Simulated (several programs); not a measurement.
## C (diamond): methods side by side

Measured values to be reproduced:
- band gap: 5.47 eV (experimental band gap used as input; “Enhanced Electron Emission Performance and Air‐Surface Stability in ScO‐Terminated Diamond for Thermionic Energy Converters”; Literature experimental gap used as input, no source or temperature given; indirect gap of diamond; 2024; pmc:11600692)
- bulk modulus: 443 GPa (bulk modulus of diamond, quoted experimental value; “Strain broadening of the 1042-nm zero-phonon line of the NV- center in diamond: a promising spectroscopic tool for defect tomography”; passing remark in the paper's DFT part; literature experimental value with no source or temperature given; 2017; arxiv:1701.05631)
- volume: 5.673 Å³ an atom (from the lattice constants; cubic a, reference diffraction card; “Characterization of the Materials Synthesized by High Pressure-High Temperature Treatment of a Polymer Derived t-BC2N Ceramic”; Reference diffraction card value, not measured in this work; 2011; pmc:5448883)

C built on the diamond prototype, relaxed with r2SCAN in Ansatz, was computed with several methods. It is cubic, Fd-3m (No. 227); conventional cell a = 3.560 Å, 5.64 Å³ an atom. C has 4 C at 1.54 Å. (Simulation; spin polarisation is off.)

```
C
1.0
     0.00000    1.78012    1.78012
     1.78012    0.00000    1.78012
     1.78012    1.78012    0.00000
C
2
Direct
  0.00000 0.00000 0.00000
  0.25000 0.25000 0.25000
```

Gaps and times are for a single point on this cell; volume and bulk modulus come from each method's own relaxation or energy curve at fixed shape. Times are rough, from shared hosts (Arm Neoverse V1; Intel Xeon Platinum 8259CL CPU @ 2.50GHz; NVIDIA H100 80GB HBM3), and each method has its own mesh and cell size. Gaps from k meshes are read at a limited set of points (mesh, symmetry points, PBE's band edges), so each method's own least gap may be somewhat smaller. Force fields have no electrons; where one was fitted to this phase, its volume and modulus reflect the fit. Minimal bases can be far off for gaps. Times of the plane-wave ladder aren't listed, since it ran on unlike processors and cards. GLLB-SC's gap includes the derivative discontinuity. G0W0 is at finite bands, cutoff and mesh. d marks a direct gap, i an indirect one (no mark: not told apart), a dash a value that wasn't computed or didn't pass its checks.

```csv
method,kind,gap (eV),own volume (Å³/atom),bulk modulus (GPa),atoms computed,processor time
PBEsol,semilocal,–,5.61,–,2,–
SiCGe.tersoff (LAMMPS),force field,–,5.67,426,2,0.14 s
SiC_Erhart-Albe.tersoff (LAMMPS),force field,–,5.67,446,2,0.15 s
BNC.tersoff (LAMMPS),force field,–,6.05,369,2,0.15 s
CH.rebo (LAMMPS),force field,–,5.67,442,2,0.17 s
light PBE (260 eV and a coarse mesh),light plane-wave,4.18 i,–,–,2,0.34 s
PBE,semilocal,4.15 i,5.69,432,2,–
LDA,semilocal,4.11 i,5.51,–,2,–
r2SCAN,semilocal,4.36 i,5.64,451,2,–
G0W0@LDA (140 eV screening cutoff),many-body,5.40,–,–,2,–
GLLB-SC (GPAW),model potential,5.37,–,–,2,5.1 s
non-self-consistent DFTB (CP2K),tight binding,6.92 d,–,–,2,7.6 s
PBE/single zeta (GPAW),small basis,5.78 i,–,–,2,11 s
PBE/SZV (CP2K),small basis,6.48 d,5.76,478,2,14 s
G0W0@PBE (260 eV screening cutoff),many-body,5.53,–,–,2,–
G0W0@PBE0 (180 eV screening cutoff),many-body,6.01,–,–,2,–
LC-ωPBE,hybrid,10.64 i,–,–,2,–
G0W0@HSE06 (180 eV screening cutoff),many-body,5.87,–,–,2,–
G0W0@r2SCAN (180 eV screening cutoff),many-body,5.60,–,–,2,–
PBE0,hybrid,6.05 i,–,–,2,–
PBE/DZVP (CP2K),small basis,4.28 i,5.71,432,2,42 s
HSE06,hybrid,5.30 i,5.57,–,2,–
r2SCAN0,hybrid,6.15 i,–,–,2,–
DDH-PBE0,hybrid,5.44 i,–,–,2,–
```

Against HSE06 (5.30 eV) and with closed or daggered gaps left aside, the nearest gap at the points sampled is that of GLLB-SC (GPAW) (+0.07 eV) and the farthest that of LC-ωPBE (+5.34 eV). HSE06 is only a yardstick of convenience: for gaps this wide it usually falls short of measured ones, so a larger value can be the better one.

Volumes against r2SCAN's: PBEsol -0.5 %, SiCGe.tersoff (LAMMPS) +0.5 %, SiC_Erhart-Albe.tersoff (LAMMPS) +0.5 %, BNC.tersoff (LAMMPS) +7.3 %, CH.rebo (LAMMPS) +0.5 %, PBE +1.0 %, LDA -2.4 %, PBE/SZV (CP2K) +2.1 %, PBE/DZVP (CP2K) +1.3 %, HSE06 -1.2 %.

Comparison with experiment:
- Band gap, measured 5.47 eV: light PBE (260 eV and a coarse mesh) -1.29 eV, PBE -1.32 eV, LDA -1.36 eV, r2SCAN -1.11 eV, G0W0@LDA (140 eV screening cutoff) -0.07 eV, GLLB-SC (GPAW) -0.10 eV, non-self-consistent DFTB (CP2K) +1.45 eV, PBE/single zeta (GPAW) +0.31 eV, PBE/SZV (CP2K) +1.01 eV, G0W0@PBE (260 eV screening cutoff) +0.06 eV, G0W0@PBE0 (180 eV screening cutoff) +0.54 eV, LC-ωPBE +5.17 eV, G0W0@HSE06 (180 eV screening cutoff) +0.40 eV, G0W0@r2SCAN (180 eV screening cutoff) +0.13 eV, PBE0 +0.58 eV, PBE/DZVP (CP2K) -1.19 eV, HSE06 -0.17 eV, r2SCAN0 +0.68 eV, DDH-PBE0 -0.03 eV.
- Bulk modulus, measured 443 GPa: SiCGe.tersoff (LAMMPS) -3.9 %, SiC_Erhart-Albe.tersoff (LAMMPS) +0.7 %, BNC.tersoff (LAMMPS) -16.6 %, CH.rebo (LAMMPS) -0.2 %, PBE -2.4 %, r2SCAN +1.7 %, PBE/SZV (CP2K) +7.8 %, PBE/DZVP (CP2K) -2.5 %.
- Volume, measured 5.673 Å³ an atom: PBEsol -1.1 %, SiCGe.tersoff (LAMMPS) -0.1 %, SiC_Erhart-Albe.tersoff (LAMMPS) -0.1 %, BNC.tersoff (LAMMPS) +6.7 %, CH.rebo (LAMMPS) -0.1 %, PBE +0.4 %, LDA -2.9 %, r2SCAN -0.6 %, PBE/SZV (CP2K) +1.5 %, PBE/DZVP (CP2K) +0.7 %, HSE06 -1.8 %.
The calculations are for a static lattice; samples hold vibrations, temperature and, in optical gaps, excitons. A measured value is shown where most reports agree with it, and only for the quantities listed.
